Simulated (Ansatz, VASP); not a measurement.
## AlRu: VASP beside Ansatz

The input INCAR:

```
SYSTEM = AlRu
  ALGO = Fast
  EDIFF = 1E-6
  ENCUT = 520
  GGA = PE
  ISIF = 2
  ISMEAR = 0
  LASPH = .True.
  LCHARG = .False.
  LREAL = .False.
  LWAVE = .False.
  NBANDS = 16
  NELM = 80
  PREC = Accurate
  SIGMA = 0.15
```

KPOINTS

```
k-points
0
Gamma
  16 16 16
  0 0 0
```

File POSCAR:

```
AlRu
1.0
    2.9018520000      0.0000000000      0.0000000000
    0.0000000000      2.9018520000      0.0000000000
    0.0000000000      0.0000000000      3.0364740000
Al Ru
1 1
Direct
    0.0000000000      0.0000000000      0.0000000000
    0.5000000000      0.5000000000      0.5000000000
```

Input for Ansatz:

```yaml
crystal:
  lattice:
    - [2.901852, 0.0, 0.0]
    - [0.0, 2.901852, 0.0]
    - [0.0, 0.0, 3.036474]
  atoms:
    - { symbol: Al, position: [0.0, 0.0, 0.0] }
    - { symbol: Ru, position: [0.5, 0.5, 0.5] }
basis:
  ecutwfc: 420
kpoints:
  mp_grid: { grid: [16, 16, 16] }
hamiltonian:
  xc: pbe
scf:
  occupations: { method: gaussian, width: 0.15 }
output:
  forces: true
  stress: true
  eigenvalues: true
```

Change from the starting cell: strain -0.030 along x and y, +0.015 along z, atoms carried along.

Alike in both runs: task single point; functional PBE; k mesh 16 × 16 × 16; occupations gaussian, width 0.15 eV; no spin polarisation.

|  | VASP | Ansatz |
| --- | --- | --- |
| version | VASP 6.6.1 | Ansatz 0.2.0 |
| potentials or method | VASP PAW PBE potentials, release 64 (Al, Ru_pv) | scalar-relativistic, plane waves, PAW |
| plane-wave cutoff (eV) | 520 | 420 |
| valence electrons in the cell | 17 | 19 |

```tsv
	VASP	Ansatz	Ansatz less VASP
gap on the k mesh at the Fermi level (eV)	none	none	-
pressure (GPa)	13.8	13.8	+0.03
largest component of the traceless stress (GPa)	5.71	5.69	-0.019
```

A gap of «none» marks a metal or a gap that the smearing closes. The functional is the same, so the differences come from potentials, cutoffs and numerics. The two sets of potentials don't hold the same shells in valence.
